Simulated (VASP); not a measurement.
**Input and output of a VASP r²SCAN single-point calculation on SrO (strained rocksalt)**

INCAR

```
LREAL = .FALSE.
ENCUT = 520
IBRION = -1
NELM = 120
ISMEAR = 0
NSW = 0
PREC = Accurate
SIGMA = 0.01
ISIF = 2
LASPH = .TRUE.
EDIFF = 1E-7
NBANDS = 15
ALGO = Normal
METAGGA = R2SCAN
LCHARG = .FALSE.
LWAVE = .FALSE.
```

KPOINTS

```
KPOINTS created by Atomic Simulation Environment
0
Gamma
8 8 8
0 0 0
```

KPOINTS_OPT

```
special points
7
Reciprocal
0.0000000000 0.0000000000 0.0000000000 1
0.5000000000 0.0000000000 0.5000000000 1
0.6250000000 0.2500000000 0.6250000000 1
0.3750000000 0.3750000000 0.7500000000 1
0.5000000000 0.5000000000 0.5000000000 1
0.5000000000 0.2500000000 0.7500000000 1
0.0000000000 0.5000000000 0.5000000000 1
```

POSCAR

```
Sr O
 1.0000000000000000
     0.0000000000000000    2.6443896353000000    2.6443896353000000
     2.6443896353000000    0.0000000000000000    2.6443896353000000
     2.6443896353000000    2.6443896353000000    0.0000000000000000
 Sr  O
   1   1
Cartesian
  0.0000000000000000  0.0000000000000000  0.0000000000000000
  2.6443896353000000  2.6443896353000000  2.6443896353000000
```

VASP ran with the recommended PBE PAW datasets (16 valence electrons in the cell).

Command

```
mpirun -np 1 vasp_std
```

From OUTCAR

```
k-points           NKPTS =     29   k-points in BZ     NKDIM =     29   number of bands    NBANDS=     15

   NELECT =      16.0000    total number of electrons

   dimension x,y,z NGX =    28 NGY =   28 NGZ =   28
   dimension x,y,z NGXF=    56 NGYF=   56 NGZF=   56

  energy-cutoff  :      520.00
  volume of cell :       36.98
      direct lattice vectors                 reciprocal lattice vectors
     0.000000000  2.644389635  2.644389635    -0.189079549  0.189079549  0.189079549
     2.644389635  0.000000000  2.644389635     0.189079549 -0.189079549  0.189079549
     2.644389635  2.644389635  0.000000000     0.189079549  0.189079549 -0.189079549

 k-points in reciprocal lattice and weights: KPOINTS created by Atomic Simulation Env
   0.00000000  0.00000000  0.00000000       0.002
   0.12500000  0.00000000  0.00000000       0.016
   0.25000000  0.00000000  0.00000000       0.016
   0.37500000  0.00000000  0.00000000       0.016
   0.50000000  0.00000000  0.00000000       0.008
   0.12500000  0.12500000  0.00000000       0.012
   0.25000000  0.12500000  0.00000000       0.047
   0.37500000  0.12500000  0.00000000       0.047
   ...

 E-fermi :   1.0345

 k-point     1 :       0.0000    0.0000    0.0000
  band No.  band energies     occupation
      1     -32.8249      2.00000
      2     -14.9537      2.00000
      3     -13.9227      2.00000
      4     -13.9227      2.00000
      5     -13.9227      2.00000
      6       0.9707      2.00000
      7       0.9707      2.00000
      8       0.9707      2.00000
      9       5.0267      0.00000
     10       7.5455      0.00000
     11       7.5455      0.00000
     12       7.5455      0.00000
     13       9.6809      0.00000
     14       9.6809      0.00000
     15      13.8256      0.00000

 k-point     2 :       0.1250    0.0000    0.0000
  band No.  band energies     occupation
      1     -32.8111      2.00000
      2     -15.2413      2.00000
      3     -13.9321      2.00000
      4     -13.9321      2.00000
      5     -13.6710      2.00000
      6       0.5668      2.00000
      7       0.8056      2.00000
      8       0.8056      2.00000
      9       5.6801      0.00000
     10       7.3875      0.00000
     11       7.8289      0.00000
     12       7.8289      0.00000
     13      10.0393      0.00000
     14      10.0393      0.00000
     15      14.7579      0.00000

 k-point     3 :       0.2500    0.0000    0.0000
  band No.  band energies     occupation
      1     -32.7777      2.00000
      2     -15.7074      2.00000
      3     -13.9546      2.00000
      4     -13.9546      2.00000
      5     -13.2915      2.00000
      6      -0.1801      2.00000
      7       0.4431      2.00000
      8       0.4431      2.00000
      9       7.0784      0.00000
     10       7.3522      0.00000
     11       8.5951      0.00000
     12       8.5951      0.00000
     13      10.9474      0.00000
     14      10.9474      0.00000
     15      16.5568      0.00000

 k-point     4 :       0.3750    0.0000    0.0000
  band No.  band energies     occupation
      1     -32.7439      2.00000
      2     -16.0583      2.00000
      3     -13.9768      2.00000
      4     -13.9768      2.00000
      5     -13.0274      2.00000
      6      -0.7726      2.00000
      7       0.1201      2.00000
      8       0.1201      2.00000
      9       7.5141      0.00000
     10       8.6559      0.00000
     11       9.5191      0.00000
     12       9.5191      0.00000
     13      12.0898      0.00000
     14      12.0898      0.00000
     15      16.2384      0.00000

 k-point     5 :       0.5000    0.0000    0.0000
  band No.  band energies     occupation
      1     -32.7298      2.00000
      2     -16.1862      2.00000
      3     -13.9859      2.00000
      4     -13.9859      2.00000
      5     -12.9351      2.00000
      6      -0.9919      2.00000
      7      -0.0045      2.00000
      8      -0.0045      2.00000
      9       7.7083      0.00000
     10       9.3606      0.00000
     11       9.9614      0.00000
     12       9.9614      0.00000
     13      12.8404      0.00000
     14      12.8404      0.00000
     15      15.5232      0.00000

 k-point     6 :       0.1250    0.1250    0.0000
  band No.  band energies     occupation
      1     -32.8066      2.00000
      2     -15.2697      2.00000
      3     -13.9632      2.00000
      4     -13.9632      2.00000
      5     -13.6144      2.00000
      6       0.3080      2.00000
      7       0.9035      2.00000
      8       0.9035      2.00000
      9       5.7631      0.00000
     10       6.9009      0.00000
     11       8.1479      0.00000
     12       8.1479      0.00000
     13       9.8784      0.00000
     14      10.3854      0.00000
     15      15.0406      0.00000

 k-point     7 :       0.2500    0.1250    0.0000
  band No.  band energies     occupation
      1     -32.7799      2.00000
      2     -15.5728      2.00000
      3     -14.0010      2.00000
      4     -13.9858      2.00000
      5     -13.3957      2.00000
      6      -0.1514      2.00000
      7       0.6299      2.00000
      8       0.7147      2.00000
      9       6.6191      0.00000
     10       6.7512      0.00000
     11       8.7882      0.00000
     12       8.9095      0.00000
     13      10.4188      0.00000
     14      11.1308      0.00000
     15      16.6093      0.00000

 k-point     8 :       0.3750    0.1250    0.0000
  band No.  band energies     occupation
      1     -32.7465      2.00000
      2     -15.8952      2.00000
      3     -14.0234      2.00000
      4     -14.0188      2.00000
      5     -13.1903      2.00000
      6      -0.5244      2.00000
      7       0.2242      2.00000
      8       0.3836      2.00000
      9       6.9121      0.00000
     10       8.0352      0.00000
     11       9.5876      0.00000
     12       9.7722      0.00000
     13      11.5309      0.00000
     14      11.9874      0.00000
     15      16.5152      0.00000

 k-point     9 :       0.5000    0.1250    0.0000
  band No.  band energies     occupation
      1     -32.7258      2.00000
      2     -16.0746      2.00000
      3     -14.0648      2.00000
      4     -14.0176      2.00000
      5     -13.0686      2.00000
      6      -0.7576      2.00000
      7       0.0678      2.00000
      8       0.1149      2.00000
      9       7.5279      0.00000
     10       8.5716      0.00000
     11      10.1670      0.00000
     12      10.3664      0.00000
     13      12.6169      0.00000
     14      12.8882      0.00000
     15      15.0418      0.00000

 k-point    10 :      -0.3750    0.1250    0.0000
  band No.  band energies     occupation
      1     -32.7304      2.00000
      2     -16.0487      2.00000
      3     -14.0919      2.00000
      4     -13.9870      2.00000
      5     -13.0627      2.00000
      6      -0.7520      2.00000
      7       0.0385      2.00000
      8       0.2197      2.00000
      9       7.5879      0.00000
     10       8.4791      0.00000
     11       9.7144      0.00000
     12      10.1804      0.00000
     13      12.4730      0.00000
     14      12.7682      0.00000
     15      15.2847      0.00000

 k-point    11 :      -0.2500    0.1250    0.0000
  band No.  band energies     occupation
      1     -32.7575      2.00000
      2     -15.8311      2.00000
      3     -14.0740      2.00000
      4     -13.9492      2.00000
      5     -13.1893      2.00000
      6      -0.4533      2.00000
      7       0.1873      2.00000
      8       0.5473      2.00000
      9       7.1749      0.00000
     10       7.6573      0.00000
     11       8.7900      0.00000
     12       9.5211      0.00000
     13      11.3949      0.00000
     14      11.6788      0.00000
     15      16.9400      0.00000

 k-point    12 :      -0.1250    0.1250    0.0000
  band No.  band energies     occupation
      1     -32.7909      2.00000
      2     -15.5060      2.00000
      3     -14.0077      2.00000
      4     -13.9264      2.00000
      5     -13.4326      2.00000
      6       0.0667      2.00000
      7       0.4974      2.00000
      8       0.8160      2.00000
      9       6.4482      0.00000
     10       7.1094      0.00000
     11       8.0601      0.00000
     12       8.6599      0.00000
     13      10.3655      0.00000
     14      10.7573      0.00000
     15      15.9977      0.00000

 k-point    13 :       0.2500    0.2500    0.0000
  band No.  band energies     occupation
      1     -32.7630      2.00000
      2     -15.5341      2.00000
      3     -14.0603      2.00000
      4     -14.0603      2.00000
      5     -13.5020      2.00000
      6      -0.2536      2.00000
      7       0.8188      2.00000
      8       0.8188      2.00000
      9       5.8094      0.00000
     10       7.0025      0.00000
     11       9.6385      0.00000
     12       9.6385      0.00000
     13      10.4053      0.00000
     14      11.4467      0.00000
     15      17.7429      0.00000

 ...

  Total       -1.2695662     -1.2695662     -1.2695662      0.0000000     -0.0000000      0.0000000
  in kB      -54.9996083    -54.9996083    -54.9996083      0.0000000     -0.0000000      0.0000000
  external PRESSURE =     -54.9996083 kB  Pullay stress =       0.0000000 kB

 POSITION                                       TOTAL-FORCE (eV/Angst)
 -----------------------------------------------------------------------------------
      0.00000      0.00000      0.00000         0.000000     -0.000000      0.000000
      2.64439      2.64439      2.64439         0.000000      0.000000     -0.000000
 -----------------------------------------------------------------------------------
    total drift:                                0.000000      0.000000      0.000000

  FREE ENERGIE OF THE ION-ELECTRON SYSTEM (eV)
  ---------------------------------------------------
  free  energy   TOTEN  =       -27.0133629845 eV

  energy  without entropy=      -27.0133629845  energy(sigma->0) =      -27.01336298
```

```yaml
gap_between_bands_v_and_c: 3.77 eV
least_direct_gap: 3.90 eV
pressure: -5.5 GPa
```

Band v is the last that the valence electrons fill when counted band by band, and c is the next.

The run took about 60 s on one core of a shared host (Intel Xeon Platinum 8488C) and held 0.18 GiB at most.
